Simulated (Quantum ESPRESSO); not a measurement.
Wanted: the native input for a Quantum ESPRESSO 7.5 run.

```yaml
Task: single point
Functional: PBE
Potentials_or_basis: SSSP 1.3 efficiency PBE
Cutoff: 748 eV
Density_cutoff: 5987 eV
k_mesh: 6 × 6 × 9
Occupations: fermi-dirac, width 0.05 eV
Spin: no spin polarisation
Mixing_beta: 0.5
Most_SCF_iterations: 120
SCF_threshold: 4e-10 Ry
```

Bi:

```
Bi
1.0
     3.48860   -3.13258    0.00000
     3.48860    3.13258    0.00000
    -1.26023    0.00000    3.11355
Bi
2
Cartesian
  4.1738 0.0000 2.6695
  1.5432 0.0000 0.4440
```

This isn't the form of Bi at room conditions, which is rhombohedral.

One way to write it, as run:

pw.in

```
&CONTROL
  calculation = 'scf'
  prefix = 'pwscf'
  outdir = './tmp'
  pseudo_dir = './pseudo'
  tprnfor = .true.
  tstress = .true.
  disk_io = 'low'
/
&SYSTEM
  ibrav = 0
  nat = 2
  ntyp = 1
  ecutwfc = 55
  ecutrho = 440
  nbnd = 22
  occupations = 'smearing'
  smearing = 'fd'
  degauss = 0.00367493
/
&ELECTRONS
  conv_thr = 4d-10
  electron_maxstep = 120
  mixing_beta = 0.5
/
ATOMIC_SPECIES
Bi   208.9804 Bi_pbe_v1.uspp.F.UPF
CELL_PARAMETERS angstrom
   3.4885980000   -3.1325780000    0.0000000000
   3.4885980000    3.1325780000    0.0000000000
  -1.2602350000    0.0000000000    3.1135500000
ATOMIC_POSITIONS crystal
Bi     0.7530610000    0.7530610000    0.8573820000
Bi     0.2469390000    0.2469390000    0.1426180000
K_POINTS automatic
6 6 9 0 0 0
```

pp_density.in

```
&INPUTPP
  prefix = 'pwscf'
  outdir = './tmp'
  filplot = 'density.dat'
  plot_num = 0
/
&PLOT
  nfile = 1
  filepp(1) = 'density.dat'
  iflag = 3
  output_format = 6
  fileout = 'density.cube'
/
```

pp_potential.in

```
&INPUTPP
  prefix = 'pwscf'
  outdir = './tmp'
  filplot = 'potential.dat'
  plot_num = 11
/
&PLOT
  nfile = 1
  filepp(1) = 'potential.dat'
  iflag = 3
  output_format = 6
  fileout = 'potential.cube'
/
```

Potentials or basis: SSSP 1.3 efficiency PBE.

Launch:

```console
$ OMP_NUM_THREADS=2 pw.x -in pw.in > pw.out
$ OMP_NUM_THREADS=2 pp.x -in pp_density.in > pp_density.out
$ OMP_NUM_THREADS=2 pp.x -in pp_potential.in > pp_potential.out
```

Results of the run:

| Quantity | Value |
| --- | --- |
| Pressure | -0.1 GPa |
| Largest force | 0.042 eV/Å |
| Band gap on the k mesh | none (metal or under the smearing width) |

Caveat: spin-orbit coupling is left out, which moves the levels of the heavy elements.

Wall time 3.8 min on 2 threads of Arm Neoverse V1 (shared host), peak memory 0.38 GiB.
